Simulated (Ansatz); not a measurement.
**WS$_{2}$: what symmetry allows forces and stress to be**

```yaml
crystal:
  lattice:
    - [1.50785, 0.87056, 6.44031]
    - [-1.50785, 0.87056, 6.44031]
    - [0.00000, -1.74112, 6.44031]
  atoms:
    - { symbol: W, position: [0.99852, 0.99852, 0.99852] }
    - { symbol: S, position: [0.75754, 0.75754, 0.75754] }
    - { symbol: S, position: [0.57524, 0.57524, 0.57524] }
```

The calculation used DFT PBEsol, scalar-relativistic, plane waves, PAW in Ansatz 0.2.0.

Plane waves to 420 eV, a k mesh through Γ of 12×12×12 on the computed 3-atom cell and Gaussian smearing (0.02 eV); no spin polarisation.

This distorted cell has space group R3m, with 6 operations.

Without a calculation: in which directions can each atom feel a force?

A force must be left unchanged by every operation that keeps its atom in place, so it lies in the space that those operations leave fixed. Atoms that the group maps onto each other feel forces of one size.
| atom | site symmetry | operations at the site | equivalent to atom | allowed force (Cartesian) |
| --- | --- | --- | --- | --- |
| W1 | 3m | 6 | 1 | along (0.00, 0.00, 1.00) |
| S2 | 3m | 6 | 2 | along (0.00, 0.00, 1.00) |
| S3 | 3m | 6 | 3 | along (0.00, 0.00, 1.00) |

That leaves 3 independent force components of 9, tied by 1 condition that the forces sum to zero, so 2 remain. A relaxation in this cell that keeps the symmetry moves the atoms in these directions alone.

And the stress tensor?

It must be invariant under the point group, which leaves 2 independent components: yz, xz, xy vanish; xx = yy.

Do the computed values obey this?

Yes. Forces (eV/Å):
```
W1   0.000  0.000  0.575
S2   0.000  0.000 -2.806
S3   0.000  0.000  2.231
```

Stress (GPa, compression positive, xx yy zz yz xz xy): 5.59 5.59 -26.44 0.00 0.00 0.00. The program imposes the same operations on density, forces and stress, so this confirms the analysis and is no independent test of the calculation.

Spin–orbit coupling is left out, which can shift energies with elements as heavy as these. The cell holds layers, and where no dispersion correction was added their binding is poorly described.

This form isn't the usual stable structure of the compound.